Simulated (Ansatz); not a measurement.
Input and command of a calculation in Ansatz (plane waves; scalar-relativistic PAW potentials unless the input names others):

```yaml
crystal:
  lattice:
    - [4.5336862791, 0.0, 0.0]
    - [0.0, 4.5336862791, 0.0]
    - [0.0, 0.0, 2.8141076374]
  atoms:
    - { symbol: V, position: [0.0, 0.0, 0.0], spin: 0.92 }
    - { symbol: V, position: [0.5, 0.5, 0.5], spin: 0.92 }
    - { symbol: O, position: [0.2987226751, 0.2987226751, 0.0] }
    - { symbol: O, position: [0.2012773249, 0.7987226751, 0.5] }
    - { symbol: O, position: [0.7012773249, 0.7012773249, 0.0] }
    - { symbol: O, position: [0.7987226751, 0.2012773249, 0.5] }
basis:
  ecutwfc: 420
kpoints:
  mp_grid: { grid: [8, 8, 12], kspacing: 0.3 }
hamiltonian:
  xc: pbe
scf:
  occupations: { method: gaussian, width: 0.1 }
  max_iter: 60
output:
  forces: true
  eigenvalues: true
  stress: true
magnetization:
  spin_polarized: true
```

```bash
ansatz run input.yaml --threads 1 --pin off --max-ram 2560MiB --backend cpu --events-out ev --progress --plain --runs-dir out
```

Problem. Will this input run?

Solution. The program refuses it, because of a mesh typed together with a spacing (kpoints.mp_grid.kspacing: not typed → 0.3). Without that key it is accepted.

Abridged log:
```
Error: invalid value for `kpoints.mp_grid.kspacing`: mutually exclusive with `grid` — set one or the other
```